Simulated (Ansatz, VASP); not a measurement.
# CuAu in VASP and in Ansatz

INCAR

```
SYSTEM = CuAu
ALGO = Fast ; EDIFF = 1E-7
ENCUT = 520 ; ISIF = 2
ISMEAR = 0 ; LASPH = .True.
LCHARG = .True. ; LELF = .True.
LREAL = .False. ; LVHAR = .True.
LWAVE = .False. ; NBANDS = 18
NELM = 100 ; PREC = Accurate
SIGMA = 0.15
```

Contents of KPOINTS:

```
k-points
0
Gamma
  18 18 14
  0 0 0
```

Contents of POSCAR:

```
CuAu
1.0
    2.6600000000      0.0000000000      0.0000000000
    0.0000000000      2.6600000000      0.0000000000
    0.0000000000      0.0000000000      3.6700000000
Cu Au
1 1
Direct
    0.5000000000      0.5000000000      0.5000000000
    0.0000000000      0.0000000000      0.0000000000
```

Input for Ansatz:

```yaml
crystal:
  lattice:
    - [2.66, 0.0, 0.0]
    - [0.0, 2.66, 0.0]
    - [0.0, 0.0, 3.67]
  atoms:
    - { symbol: Cu, position: [0.5, 0.5, 0.5] }
    - { symbol: Au, position: [0.0, 0.0, 0.0] }
basis:
  ecutwfc: 420
kpoints:
  mp_grid: { grid: [18, 18, 14] }
hamiltonian:
  xc: lda
scf:
  occupations: { method: gaussian, width: 0.15 }
output:
  forces: true
  stress: true
  eigenvalues: true
```

Change from the starting cell: strain -0.050 along x and y, +0.000 along z, atoms carried along.

Alike in both runs: task single point; functional LDA; k mesh 18 × 18 × 14; occupations gaussian, width 0.15 eV; no spin polarisation.

```csv
,VASP,Ansatz
version,VASP 6.6.1,Ansatz 0.2.0
potentials or method,"VASP PAW LDA potentials, release 64 (Cu, Au)","scalar-relativistic, plane waves, PAW"
plane-wave cutoff (eV),520,420
valence electrons in the cell,22,38
```

|  | VASP | Ansatz | Ansatz less VASP |
| --- | --- | --- | --- |
| gap on the k mesh at the Fermi level (eV) | none | none | - |
| pressure (GPa) | 14.9 | 14.3 | -0.65 |
| largest component of the traceless stress (GPa) | 4.16 | 4.14 | -0.015 |

A gap of «none» marks a metal or a gap that the smearing closes. The two sets of potentials don't hold the same shells in valence.

The runs have no spin-orbit coupling, so splittings on Au are missing.
